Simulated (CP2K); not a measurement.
Runs of CP2K 2026.2 on Pb. Symmetry: Fm-3m, No. 225, cubic system. The conventional cell has a = 4.950 Å, b = 4.950 Å, c = 4.950 Å, α = 90.00°, β = 90.00°, γ = 90.00°. Pb (site symmetry m-3m) has 12 Pb at 3.50 Å as nearest neighbours. 

| level | potentials or basis | smearing | EPS_DEFAULT | NGRIDS | basis sets | potentials | points a segment of the path (NPOINTS) | gap on the mesh (eV) | pressure (GPa) |
| --- | --- | --- | --- | --- | --- | --- | --- | --- | --- |
| LDA | GTH_POTENTIALS Pb GTH-PADE-q4; TZVP-MOLOPT-PBE-GTH basis | fermi-dirac 0.0259 eV | 1.0E-9 | 5 | Pb TZVP-MOLOPT-PBE-GTH-q4 | Pb GTH-PADE-q4 of GTH_POTENTIALS | 8 | none | (a) |
| PBE | POTENTIAL_UZH Pb GTH-PBE-q4; TZVP-MOLOPT-PBE-GTH basis | fermi-dirac 0.01 eV | 1.0E-9 | 4 | Pb TZVP-MOLOPT-PBE-GTH-q4 | Pb GTH-PBE-q4 of POTENTIAL_UZH | 8 | none | 3.3 |
| r2SCAN | POTENTIAL_UZH Pb GTH-SCAN-q4; TZVP-MOLOPT-SCAN-GTH basis | fermi-dirac 0.05 eV | 1.0E-9 | 5 | Pb TZVP-MOLOPT-SCAN-GTH-q4 | Pb GTH-SCAN-q4 of POTENTIAL_UZH | 10 | none | -0.3 |
| PBE | POTENTIAL_UZH Pb GTH-PBE-q4; TZVP-MOLOPT-PBE-GTH basis | fermi-dirac 0.0259 eV | 1.0E-10 | 4 | Pb TZVP-MOLOPT-PBE-GTH-q4 | Pb GTH-PBE-q4 of POTENTIAL_UZH | 8 | none | 3.3 |
| PBEsol | POTENTIAL_UZH Pb GTH-PBE-q4; TZVP-MOLOPT-PBE-GTH basis | fermi-dirac 0.05 eV | 1.0E-9 | 5 | Pb TZVP-MOLOPT-PBE-GTH-q4 | Pb GTH-PBE-q4 of POTENTIAL_UZH | 6 | none | 2.5 |

Alike in all rows: task band structure; no spin polarisation; cell as given; k mesh 9 × 9 × 9.

Q: Fill in the values left out.

A: (a) -3.2.

Caveats: spin-orbit coupling is left out, which moves the levels of the heavy elements; the basis of atomic orbitals isn't converged, which shifts pressures, moduli and gaps; the potentials were made for another functional, which shifts forces and pressure (some runs).

A k mesh can miss the band edges, and the runs leave out spin-orbit coupling on Pb.

A gap of «none» marks a metal or a gap under the smearing width.
